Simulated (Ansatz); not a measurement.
# KMgF3 (Pm-3m) in Ansatz: a series of runs

The runs below take KMgF3 through band structure, with PBEsol, r2SCAN.

Program: Ansatz 0.2.0. These are calculated values, not measurements. Logs are shortened: lines on timing, memory, paths and dates and some standing lists are left out, and cuts for length are marked.

### 1 The crystal as given

It takes space group Pm-3m (No. 221, cubic). Conventional cell: a = 3.986 Å, b = 3.986 Å, c = 3.986 Å, α = 90.00°, β = 90.00°, γ = 90.00°. K (site symmetry m-3m) has 12 F at 2.82 Å as nearest neighbours. Mg (site symmetry m-3m) has 6 F at 1.99 Å as nearest neighbours. F (site symmetry 4/mmm) has 2 Mg at 1.99 Å as nearest neighbours.

### 2 Band structure, PBEsol

The input, input.yaml:

```yaml
crystal:
  lattice:
    - [3.9859, 0.0, 0.0]
    - [0.0, 3.9859, 0.0]
    - [0.0, 0.0, 3.9859]
  atoms:
    - { symbol: K, position: [0.5, 0.5, 0.5] }
    - { symbol: Mg, position: [0.0, 0.0, 0.0] }
    - { symbol: F, position: [0.0, 0.0, 0.5] }
    - { symbol: F, position: [0.0, 0.5, 0.0] }
    - { symbol: F, position: [0.5, 0.0, 0.0] }
hamiltonian:
  xc: pbesol
  pseudopotentials: { kind: paw }
kpoints:
  mp_grid: { grid: [7, 7, 7] }
  band_path:
    path:
      - [[0.0, 0.0, 0.0], [0.0, 0.5, 0.0], [0.5, 0.5, 0.0], [0.0, 0.0, 0.0], [0.5, 0.5, 0.5], [0.0, 0.5, 0.0]]
      - [[0.5, 0.5, 0.0], [0.5, 0.5, 0.5]]
    npoints: 14
scf:
  occupations: { method: fermi_dirac, width: 0.05 }
  n_extra_bands: 12
output:
  forces: true
  stress: true
  eigenvalues: true
  fatbands: false
  write_density: true
  write_potential: true
  elf: true
  volumetric_format: npy
```

Potentials or basis: Ansatz PAW.

Run with:

```console
$ ansatz run input.yaml --threads 2 --pin off --max-ram 5632MiB --backend cpu --events-out ev --progress --plain --runs-dir out
```

What it wrote:

```text
Warning: RAYON_NUM_THREADS=2 ignored (pool sized by the plan → 2); use --threads N
scf.n_extra_bands = 12 over 20 filled bands (N_el = 40.0): the run solves 32 bands
Engine: ansatz 0.2.0, x86_64-unknown-linux-gnu
Pseudopotentials: kind: paw
Pseudopotential: K, paw, valence charge 9, recommended cutoff 420 eV (normal), K.paw.azcp
Pseudopotential: Mg, paw, valence charge 10, recommended cutoff 420 eV (normal), Mg.paw.azcp
Pseudopotential: F, paw, valence charge 7, recommended cutoff 420 eV (normal), F.paw.azcp
Functional definition: PBEsol
  exchange = pbesol_x
  correlation = pbesol_c
Crystal: 5 atoms, lattice volume = 63.326 Å³
Basis set: ecut = 420 eV, 1237 PW (Γ), exchange–correlation on 54×54×54 points (8 copies of the dense FFT grid, shifted against one another)
Bands: 32, of which v1, the nominal top of the filled ones, is band 20 counted from 1 (19 counted from 0)
Symmetry: 48 space group operations
Space group: Pm-3m (ITA 221), of the structure as read, at distance tolerance 4.0e-5 Å
k-points: 20 of 343
Non-local potential: K, projectors of the file, l = 0: 3, l = 1: 2, l = 2: 2
Non-local potential: Mg, projectors of the file, l = 0: 3, l = 1: 2, l = 2: 1
Non-local potential: F, projectors of the file, l = 0: 2, l = 1: 2, l = 2: 1
PAW form: soft (Blöchl's): semilocal exchange-correlation on the pseudo side does not see the compensation charge
PAW frozen core: K, regenerated for the run's functional, and the local potential with it (the file was generated under x = pbe(κ = 0.804, μ = 0.2195149727645171), c = pbe(β = 0.06672455060314922))
PAW frozen core: Mg, regenerated for the run's functional, and the local potential with it (the file was generated under x = pbe(κ = 0.804, μ = 0.2195149727645171), c = pbe(β = 0.06672455060314922))
PAW frozen core: F, regenerated for the run's functional, and the local potential with it (the file was generated under x = pbe(κ = 0.804, μ = 0.2195149727645171), c = pbe(β = 0.06672455060314922))
PAW one-centre angular grid: K, 110 points (default); XC on 64 Gauss nodes
PAW one-centre angular grid: Mg, 110 points (default); XC on 64 Gauss nodes
PAW one-centre angular grid: F, 110 points (default); XC on 64 Gauss nodes
Initial density: superposition of atomic densities (neutral atoms: chi_scale 0, normalization atom), corrected by the library's trained network
Initial wavefunctions: pseudopotential atomic-orbital guess
Functional: x = pbesol(κ = 0.804, μ = 0.12345679012345678), c = pbesol(β = 0.046)
SCF iter   1: F=—  HF=-5837.515767 eV  |F-HF|=—  |Δ(HF+E_count)|=         —  Δρ=1.34e-2  dr2=7.00e-2  ethr=1.77e-3  ⟨swp⟩=5.8  Hψ=3134  notcnv=0  defer=33
preconditioner: auto → Resta (q_TF=auto, 2.527 Å⁻¹)  ε∞=2.5  [insulator: Δε(μ)=7.015 eV  Ē_g=21.549 eV  σ=0.050 eV  W_gap=1.00  n_scr=18 (ndim 8)  ℏωp=26.4 eV  f_vac=0.032  D(μ)=0.00/eV (n_scr^D=0)  ε∞_Penn≈2.5]
SCF iter   2: F=—  HF=-5837.492685 eV  |F-HF|=—  |Δ(HF+E_count)|=   2.31e-2  Δρ=2.31e-3  dr2=1.25e-3  ethr=1.75e-4  ⟨swp⟩=2.0  Hψ=1196  notcnv=0  defer=106
SCF iter   3: F=—  HF=-5837.492372 eV  |F-HF|=—  |Δ(HF+E_count)|=   3.13e-4  Δρ=8.59e-4  dr2=3.02e-4  ethr=3.12e-6  ⟨swp⟩=2.0  Hψ=842  notcnv=0  defer=106
SCF iter   4: F=—  HF=-5837.492403 eV  |F-HF|=—  |Δ(HF+E_count)|=   3.14e-5  Δρ=2.42e-4  dr2=2.15e-5  ethr=7.55e-7  ⟨swp⟩=2.8  Hψ=875  notcnv=0  defer=106
SCF iter   5: F=—  HF=-5837.492524 eV  |F-HF|=—  |Δ(HF+E_count)|=   1.20e-4  Δρ=3.51e-5  dr2=6.49e-7  ethr=5.37e-8  ⟨swp⟩=2.0  Hψ=904  notcnv=0  defer=106
SCF iter   6: F=-5837.492524 eV  HF=-5837.492524 eV  |F-HF|=3.07e-8  |Δ(HF+E_count)|=   6.15e-7  Δρ=5.74e-6  dr2=1.58e-8  ethr=2.50e-10  ⟨swp⟩=12.9  Hψ=4823  notcnv=0
SCF 1 converged in 6 iterations: F = -5837.492524 eV  dr2 = 1.58e-8
NSCF: frozen V_eff on 86 k-points
SCF converged after 6 iterations
Free energy (F): -5837.492524 eV
Harris-Foulkes:  -5837.492524 eV  (|F-HF|=3.07e-8)
Internal energy: -5837.492524 eV  (E = F + TS)
E sigma→0 (E₀):  -5837.492524 eV
Fermi energy:    6.402814 eV
--- Per-component energies (eV) ---
  E_band       = -500.719113
  E_kinetic    = 953.793100
  E_local      = -3728.112619  (includes V_loc(G=0)·N_el)
  E_nonlocal   = 330.551453
  E_hartree    = 1352.700495
  E_xc         = -400.954975
  E_vxc        = -508.982431  (∫ρ·V_xc dr)
  E_paw        = -1624.132581  (= ΣΔE_a)
  E_vpaw       = -253.381040  (= ΣTr[D̂ρ^β])
  E_aug_tail   = 0.006081  (compensation charges beyond the density's cutoff)
  E_ewald      = -2721.637555
  E_core_change = 0.294075  (= ΣΔE_core)
  E_smearing   = -0.000000  (= −TS)
  E_closure    = -0.000000  (closes the sum)
  Σ components = -5837.492524   (vs F -5837.492524, Δ=0.00e0)
--- Forces (eV/Å), atoms counted from 1 ---
  atom   1  K      0.00000000    -0.00000000    -0.00000000
  atom   2  Mg     0.00000000     0.00000000     0.00000000
  atom   3  F      0.00000000    -0.00000000    -0.00000000
  atom   4  F      0.00000000    -0.00000000    -0.00000000
  atom   5  F     -0.00000000    -0.00000000     0.00000000
  max |Σ_I F_I| component: 7.20e-29 eV/Å
--- Stress (GPa, compression-positive) ---
        0.302597       0.000000       0.000000
       -0.000000       0.302597       0.000000
        0.000000       0.000000       0.302597
  P = ⅓ Tr σ = 0.3026 GPa (3.026 kbar)
--- Band table (eV; the first three rows and the last of 20) ---
  k-point 0: bands = ["-67.6047", "-34.5616", "-34.5616", "-34.5616", "-22.7215", "-17.2606", "-16.5939", "-16.5939", "-6.2882", "-6.2882", "-6.2882", "0.3131", "0.3131", "0.3131", "2.1112", "2.1112", "2.1112", "2.4217", "2.4217", "2.4217", "9.8908", "12.6995", "12.6995", "14.8644", "14.8644", "14.8644", "16.6290", "19.4662", "19.4662", "19.4662", "21.7761", "21.7761"]
  k-point 1: bands = ["-67.6047", "-34.5630", "-34.5615", "-34.5615", "-22.7158", "-17.2368", "-16.6191", "-16.5923", "-6.2851", "-6.2773", "-6.2773", "0.3262", "0.3360", "0.3360", "2.0612", "2.0678", "2.0678", "2.2227", "2.3811", "2.3811", "10.2536", "12.8852", "12.9169", "14.9606", "14.9726", "14.9726", "16.6263", "19.3602", "19.4490", "19.4490", "21.3620", "21.7475"]
  k-point 2: bands = ["-67.6047", "-34.5661", "-34.5615", "-34.5615", "-22.7031", "-17.1762", "-16.6826", "-16.5885", "-6.2781", "-6.2525", "-6.2525", "0.3913", "0.3913", "0.3929", "1.7678", "1.9538", "1.9675", "1.9675", "2.2913", "2.2913", "11.1829", "13.3215", "13.3623", "15.2039", "15.2184", "15.2184", "16.5495", "19.1174", "19.4065", "19.4065", "20.5244", "21.6928"]
  k-point 19: bands = ["-67.6045", "-34.5682", "-34.5682", "-34.5682", "-22.6582", "-16.7890", "-16.7499", "-16.7499", "-6.4656", "-6.4656", "-6.4441", "-1.0980", "1.0204", "1.0852", "1.0852", "1.5829", "1.5829", "2.6783", "2.6783", "2.7111", "13.1115", "13.2431", "13.2431", "16.2580", "16.3429", "16.3429", "17.7706", "17.9319", "17.9893", "17.9893", "19.9707", "20.0860"]
```

Wall time 2.8 s (2 threads of Intel Xeon 6975P-C (Granite Rapids), shared host); peak memory 0.39 GiB.

What came out:

| Item | Value |
| --- | --- |
| Free energy | -5837.4925 eV |
| Pressure | 0.3 GPa |
| Band gap on the k mesh | 7.18 eV, indirect (least direct gap 7.47 eV) |
| Band gap along the path | 7.15 eV, indirect (least direct gap 7.47 eV) |

Levels at the corners of the path, in eV from the valence-band top:
| point | band 17 | band 18 | band 19 | band 20 | band 21 | band 22 | band 23 | band 24 |
| --- | --- | --- | --- | --- | --- | --- | --- | --- |
| Γ | -0.63 | -0.32 | -0.32 | -0.32 | 7.15 | 9.95 | 9.95 | 12.12 |
| X | -0.87 | -0.87 | -0.54 | -0.54 | 9.97 | 10.31 | 11.01 | 12.70 |
| M | -1.06 | -0.91 | -0.91 | -0.02 | 10.82 | 11.58 | 12.45 | 12.45 |
| Γ | -0.63 | -0.32 | -0.32 | -0.32 | 7.15 | 9.95 | 9.95 | 12.12 |
| R | -1.12 | 0.00 | 0.00 | 0.00 | 10.32 | 10.32 | 10.32 | 13.82 |
| X | -0.87 | -0.87 | -0.54 | -0.54 | 9.97 | 10.31 | 11.01 | 12.70 |
| M | -1.06 | -0.91 | -0.91 | -0.02 | 10.82 | 11.58 | 12.45 | 12.45 |
| R | -1.12 | 0.00 | 0.00 | 0.00 | 10.32 | 10.32 | 10.32 | 13.82 |

Caveat: the pressure holds a Pulay correction of +0.6 GPa for the finite cutoff; the PAW data sets come from PBE, with cores solved anew for the run's functional, which leaves a small shift of forces and pressure.

### 3 Band structure, r2SCAN

Edit input.yaml of step 2 so:

```diff
@@ -12,3 +12,3 @@
 hamiltonian:
-  xc: pbesol
+  xc: r2scan
   pseudopotentials: { kind: paw }
@@ -28,6 +28,2 @@
   eigenvalues: true
-  fatbands: false
-  write_density: true
-  write_potential: true
-  elf: true
-  volumetric_format: npy
+  fatbands: true
```

Potentials or basis: Ansatz PAW.

Run with:

```console
$ ansatz run input.yaml --threads 2 --pin off --max-ram 5632MiB --backend cpu --events-out ev --progress --plain --runs-dir out
```

What it wrote:

```text
Warning: RAYON_NUM_THREADS=2 ignored (pool sized by the plan → 2); use --threads N
scf.n_extra_bands = 12 over 20 filled bands (N_el = 40.0): the run solves 32 bands
[... 2 set-up lines as earlier in the session ...]
Pseudopotential: K, paw, valence charge 9, recommended cutoff 500 eV (meta_gga), K.paw.azcp
Pseudopotential: Mg, paw, valence charge 10, recommended cutoff 500 eV (meta_gga), Mg.paw.azcp
Pseudopotential: F, paw, valence charge 7, recommended cutoff 500 eV (meta_gga), F.paw.azcp
Functional definition: r2SCAN
  parameter k0 = 0.174
  parameter k1 = 0.065
  parameter a1 = 4.9479
  exchange = r2scan_x(k0 = k0, k1 = k1, a1 = a1)
  correlation = r2scan_c
Crystal: 5 atoms, lattice volume = 63.326 Å³
Basis set: ecut = 500 eV, 1575 PW (Γ), exchange–correlation on 120×120×120 points (64 copies of the dense FFT grid, shifted against one another)
Bands: 32, of which v1, the nominal top of the filled ones, is band 20 counted from 1 (19 counted from 0)
[... 2 set-up lines as earlier in the session ...]
k-points: 20 of 343
[... 4 set-up lines as earlier in the session ...]
PAW frozen core: K, regenerated for the run's functional (the file was generated under x = pbe(κ = 0.804, μ = 0.2195149727645171), c = pbe(β = 0.06672455060314922))
PAW frozen core: Mg, regenerated for the run's functional (the file was generated under x = pbe(κ = 0.804, μ = 0.2195149727645171), c = pbe(β = 0.06672455060314922))
PAW frozen core: F, regenerated for the run's functional (the file was generated under x = pbe(κ = 0.804, μ = 0.2195149727645171), c = pbe(β = 0.06672455060314922))
PAW one-centre angular grid: K, 302 points (default); XC on 160 Gauss nodes
PAW one-centre angular grid: Mg, 302 points (default); XC on 224 Gauss nodes
PAW one-centre angular grid: F, 302 points (default); XC on 160 Gauss nodes
[... 2 set-up lines as earlier in the session ...]
Functional: x = r2scan, c = r2scan; τ floored in thin density (d = 2e-4 eV/Å³)
SCF iter   1: F=—  HF=-5907.239399 eV  |F-HF|=—  |Δ(HF+E_count)|=         —  Δρ=8.20e-3  dr2=3.22e-2  dr2_τ=9.93e-2  ethr=1.77e-3  ⟨swp⟩=6.0  Hψ=3245  notcnv=0  defer=28
preconditioner: auto → Resta (q_TF=auto, 2.527 Å⁻¹)  ε∞=2.3  [insulator: Δε(μ)=8.489 eV  Ē_g=23.359 eV  σ=0.050 eV  W_gap=1.00  n_scr=18 (ndim 8)  ℏωp=26.4 eV  f_vac=0.037  D(μ)=0.00/eV (n_scr^D=0)  ε∞_Penn≈2.3]
SCF iter   2: F=—  HF=-5907.339308 eV  |F-HF|=—  |Δ(HF+E_count)|=   9.99e-2  Δρ=3.74e-3  dr2=3.59e-3  dr2_τ=7.75e-4  ethr=8.04e-5  ⟨swp⟩=2.0  Hψ=1309  notcnv=0  defer=110
SCF iter   3: F=—  HF=-5907.339027 eV  |F-HF|=—  |Δ(HF+E_count)|=   2.80e-4  Δρ=1.23e-3  dr2=6.26e-4  dr2_τ=7.86e-5  ethr=8.98e-6  ⟨swp⟩=2.0  Hψ=858  notcnv=0  defer=110
SCF iter   4: F=—  HF=-5907.338879 eV  |F-HF|=—  |Δ(HF+E_count)|=   1.48e-4  Δρ=2.95e-4  dr2=2.25e-5  dr2_τ=4.35e-6  ethr=1.57e-6  ⟨swp⟩=2.7  Hψ=855  notcnv=0  defer=110
SCF iter   5: F=—  HF=-5907.338877 eV  |F-HF|=—  |Δ(HF+E_count)|=   2.21e-6  Δρ=4.53e-5  dr2=7.33e-7  dr2_τ=3.01e-7  ethr=5.63e-8  ⟨swp⟩=3.0  Hψ=999  notcnv=0  defer=110
SCF iter   6: F=-5907.338877 eV  HF=-5907.338877 eV  |F-HF|=4.46e-8  |Δ(HF+E_count)|=   5.96e-7  Δρ=1.07e-5  dr2=3.36e-8  dr2_τ=1.27e-8  ethr=2.50e-10  ⟨swp⟩=9.3  Hψ=3375  notcnv=0
SCF 1 converged in 6 iterations: F = -5907.338877 eV  dr2 = 3.36e-8
NSCF: frozen V_eff on 86 k-points
SCF converged after 6 iterations
Free energy (F): -5907.338877 eV
Harris-Foulkes:  -5907.338877 eV  (|F-HF|=4.46e-8)
Internal energy: -5907.338877 eV  (E = F + TS)
E sigma→0 (E₀):  -5907.338877 eV
Fermi energy:    6.449057 eV
--- Per-component energies (eV) ---
  E_band       = -543.346687
  E_kinetic    = 960.525047
  E_local      = -3738.763516  (includes V_loc(G=0)·N_el)
  E_nonlocal   = 326.207276
  E_hartree    = 1362.836172
  E_xc         = -402.646392
  E_vxc        = -579.917366  (∫ρ·V_xc dr)
  E_paw        = -1693.546435  (= ΣΔE_a)
  E_vpaw       = -276.870699  (= ΣTr[D̂ρ^β])
  E_aug_tail   = 0.003095  (compensation charges beyond the density's cutoff)
  E_vtau       = 39.791761  (kinetic-family band-sum trace: ∫τ·v_τ [+ j·A + Jᵃ·Aᵃ] dr)
  E_ewald      = -2721.637555
  E_core_change = -0.316568  (= ΣΔE_core)
  E_smearing   = -0.000000  (= −TS)
  E_closure    = 0.000000  (closes the sum)
  Σ components = -5907.338877   (vs F -5907.338877, Δ=0.00e0)
--- Forces (eV/Å), atoms counted from 1 ---
  atom   1  K      0.00000000    -0.00000000     0.00000000
  atom   2  Mg    -0.00000000     0.00000000     0.00000000
  atom   3  F      0.00000000     0.00000000    -0.00000000
  atom   4  F      0.00000000    -0.00000000     0.00000000
  atom   5  F     -0.00000000    -0.00000000    -0.00000000
  max |Σ_I F_I| component: 3.15e-29 eV/Å
--- Stress (GPa, compression-positive) ---
       -0.292119      -0.000000      -0.000000
       -0.000000      -0.292119       0.000000
        0.000000       0.000000      -0.292119
  P = ⅓ Tr σ = -0.2921 GPa (-2.921 kbar)
--- Band table (eV; the first three rows and the last of 20) ---
  k-point 0: bands = ["-70.9496", "-36.0679", "-36.0679", "-36.0679", "-24.2886", "-19.0049", "-18.3766", "-18.3766", "-7.0153", "-7.0153", "-7.0153", "-0.1612", "-0.1612", "-0.1612", "1.5947", "1.5947", "1.5947", "1.9145", "1.9145", "1.9145", "10.4977", "13.0866", "13.0866", "15.3905", "15.3905", "15.3905", "17.5440", "20.4248", "20.4248", "20.4248", "22.5793", "22.5793"]
  k-point 1: bands = ["-70.9496", "-36.0694", "-36.0679", "-36.0679", "-24.2831", "-18.9820", "-18.3999", "-18.3752", "-7.0128", "-7.0049", "-7.0049", "-0.1442", "-0.1370", "-0.1370", "1.5488", "1.5542", "1.5542", "1.7276", "1.8739", "1.8739", "10.8566", "13.2712", "13.3142", "15.4829", "15.4979", "15.4979", "17.5270", "20.2811", "20.3971", "20.3971", "22.1744", "22.5742"]
  k-point 2: bands = ["-70.9496", "-36.0729", "-36.0678", "-36.0678", "-24.2706", "-18.9241", "-18.4585", "-18.3719", "-7.0072", "-6.9814", "-6.9814", "-0.0791", "-0.0791", "-0.0707", "1.2938", "1.4485", "1.4596", "1.4596", "1.7843", "1.7843", "11.7847", "13.7052", "13.8135", "15.7148", "15.7427", "15.7427", "17.3683", "19.9342", "20.3299", "20.3299", "21.3539", "22.5695"]
  k-point 19: bands = ["-70.9495", "-36.0752", "-36.0752", "-36.0752", "-24.2275", "-18.5592", "-18.5227", "-18.5227", "-7.1843", "-7.1843", "-7.1640", "-1.5126", "0.5315", "0.5923", "0.5923", "1.0824", "1.0824", "2.1650", "2.1650", "2.1956", "13.6787", "13.8015", "13.8015", "16.7948", "16.7948", "17.0574", "18.6184", "18.6901", "18.6901", "18.8205", "20.7437", "20.8456"]
```

fatbands.tsv:

```text
# ik	k_distance	band	e_minus_ef	k0_l0_3S	k0_l0_4S	k0_l1_3P	mg1_l0_2S	mg1_l0_3S	mg1_l1_2P	f2_l0_2S	f2_l1_2P	f3_l0_2S	f3_l1_2P	f4_l0_2S	f4_l1_2P
# fermi_ev = 6.449057
# lock_threshold_ev = 1e-12
# [0, 0, 0] at k_distance = 0.000000
[... 14 lines left out ...]
0	0.000000	5	-25.453941	0.015893	0.130150	0.000000	0.000267	0.088382	0.000000	0.255030	0.000000	0.255030	0.000000	0.255030	0.000000
[... 1495 lines left out ...]
46	3.081049	29	14.221430	0.000038	0.004803	0.000003	0.000140	0.014324	0.000001	0.000086	0.001086	0.000086	0.001086	0.000086	0.001086
46	3.081049	30	15.260402	0.000035	0.001342	0.000022	0.000004	0.000532	0.000020	0.000053	0.001458	0.000053	0.001458	0.000053	0.001458
46	3.081049	31	16.248176	0.000000	0.000000	0.000000	0.000000	0.000000	0.000003	0.000001	0.000307	0.000015	0.000513
```

It took 5.1 s on 2 threads of Intel Xeon 6975P-C (Granite Rapids), shared host; peak memory 0.48 GiB.

Results:

* Free energy: -5907.3389 eV
* Pressure: -0.3 GPa
* Band gap on the k mesh: 8.30 eV, indirect (least direct gap 8.58 eV)
* Band gap along the path: 8.27 eV, indirect (least direct gap 8.58 eV)

Levels at the corners of the path, in eV from the valence-band top:
```csv
point,band 16,band 17,band 18,band 19,band 20,band 21,band 22,band 23,band 24,band 25
Γ,-0.63,-0.63,-0.31,-0.31,-0.31,8.27,10.86,10.86,13.16,13.16
X,-0.87,-0.86,-0.86,-0.53,-0.53,11.02,11.50,11.90,13.74,13.74
M,-1.04,-1.04,-0.89,-0.89,-0.02,11.89,12.54,13.67,13.67,13.75
Γ,-0.63,-0.63,-0.31,-0.31,-0.31,8.27,10.86,10.86,13.16,13.16
R,-1.10,-1.10,0.00,0.00,0.00,11.40,11.40,11.40,14.91,14.91
X,-0.87,-0.86,-0.86,-0.53,-0.53,11.02,11.50,11.90,13.74,13.74
M,-1.04,-1.04,-0.89,-0.89,-0.02,11.89,12.54,13.67,13.67,13.75
R,-1.10,-1.10,0.00,0.00,0.00,11.40,11.40,11.40,14.91,14.91
```

Caveat: the PAW data sets come from PBE, with cores solved anew for the run's functional, which leaves a small shift of forces and pressure.
